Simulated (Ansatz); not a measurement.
## Zone-centre phonons of TaN at 3 GPa: input and output

The calculation used Ansatz, DFT PBEsol, scalar-relativistic, plane waves, PAW.

Launched with:
```bash
ansatz run input.yaml --threads 1 --pin off --max-ram 3072MiB --backend cpu --events-out ev --progress --plain --runs-dir out
```

Input (bare energies are in eV):
```yaml
crystal:
  lattice:
    - [2.8830943423, 0.0, 0.0]
    - [-1.4415471712, 2.4968329419, 0.0]
    - [0.0, 0.0, 5.8414719188]
  atoms:
    - { symbol: Ta, position: [0.0, 0.0, 0.0] }
    - { symbol: Ta, position: [0.0, 0.0, 0.5] }
    - { symbol: "N", position: [0.3333333333, 0.6666666667, 0.25] }
    - { symbol: "N", position: [0.6666666667, 0.3333333333, 0.75] }
basis:
  ecutwfc: 420
kpoints:
  mp_grid: { grid: [18, 18, 8] }
hamiltonian:
  xc: pbesol
scf:
  occupations: { method: fermi_dirac, width: 0.15 }
output:
  eigenvalues: true
phonons:
  method: dfpt
  eigenvectors: true
```

The end of the output:
```
--- Phonons (Γ-DFPT): 4 representative perturbations + reference, on 695 of 2592 k-points (Σ response iterations 14) ---
  k mesh reduced under 2 symmetry operations, with k and −k counted as one. Each operation leaves every solved perturbation unchanged. A smaller set is not used because it would not reduce the number of displacements ...
  ASR residual: 5.124e-4 → 0.000e0 eV/Å²; symmetrization residual: 4.550e-6 eV/Å²
  ASR residual per site (eV/Å²): 5.12e-4 5.12e-4 8.73e-5 8.73e-5
  Γ frequencies (cm⁻¹): 0.00 0.00 0.00 149.55 149.55 263.49 428.55 428.55 510.74 510.74 512.02 571.70
  non-analytic LO–TO correction: not included (Born effective charges unavailable; polar crystals: no LO–TO splitting at Γ)
```

It took 5 min on 1 thread of Intel(R) Xeon(R) Platinum 8259CL CPU @ 2.50GHz (Skylake/Cascade Lake), with other jobs on the host, peak memory 2.1 GiB.

In a metal, frequencies and elastic constants depend on the k mesh and the smearing, soft modes and shear constants most. Spin–orbit coupling is left out, which can shift energies with elements as heavy as these.

This form isn't the usual stable structure of the compound at low pressure.